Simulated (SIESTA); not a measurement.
Runs of SIESTA 5.4.2 on CuO (Tenorite). The structure is monoclinic, space group C2/c (No. 15). Conventional cell: a = 4.684 Å, b = 3.423 Å, c = 5.129 Å, α = 90.00°, β = 99.54°, γ = 90.00°. Around Cu (site symmetry -1) lie 4 O at 1.95 to 1.96 Å. O (site symmetry 2) is surrounded by 4 Cu at 1.95 to 1.96 Å. 

```csv
task,level,potentials or basis,cell,gap on the mesh (eV),pressure (GPa),largest force (eV/Å)
band structure,BLYP,"PseudoDojo 0.4 standard (PBE files), DZP (energy shift 0.003 Ry; two zetas on semicore shells)",as given,none,13.6,0.08
band structure,vdW-DF-cx,"PseudoDojo 0.4 standard (PBE files), DZP (energy shift 0.003 Ry; two zetas on semicore shells)",as given,none,0.9,(a)
band structure,PBEsol,"PseudoDojo 0.4 standard (PBEsol files), DZP (energy shift 0.003 Ry; two zetas on semicore shells)",as given,none,-1.5,0.21
single point,PBEsol,"PseudoDojo 0.4 standard (PBEsol files), DZP (energy shift 0.003 Ry; two zetas on semicore shells)",as given,none,-1.5,0.21
single point,PBEsol,"PseudoDojo 0.4 standard (PBEsol files), DZP (energy shift 0.003 Ry; two zetas on semicore shells)","atoms moved at random, drawn with an rms of 0.05 Å",none,-1.7,0.42
band structure,AM05,"PseudoDojo 0.4 standard (PBEsol files), DZP (energy shift 0.003 Ry; two zetas on semicore shells)",as given,none,-1.3,(b)
```

Alike in all rows: no spin polarisation; k mesh 10 × 10 × 5; smearing fermi-dirac 0.05 eV; grid cutoff 800 Ry; energy shift 0.003 Ry.

Task: Fill in the values left out.

Result: (a) 0.14; (b) 0.22.

Caveats: short orbitals over semicore shells can move pressures by several GPa; the basis of atomic orbitals isn't converged, which shifts pressures, moduli and gaps; the run has no spin polarisation, though such a crystal can be magnetic; semilocal functionals often make such compounds metallic where correlation or magnetic order opens a gap, which also shifts bond lengths; the potentials were made for another functional, which shifts forces and pressure (some runs).

A gap of «none» marks a metal or a gap under the smearing width.

Runs at the PBE level aren't shown here.
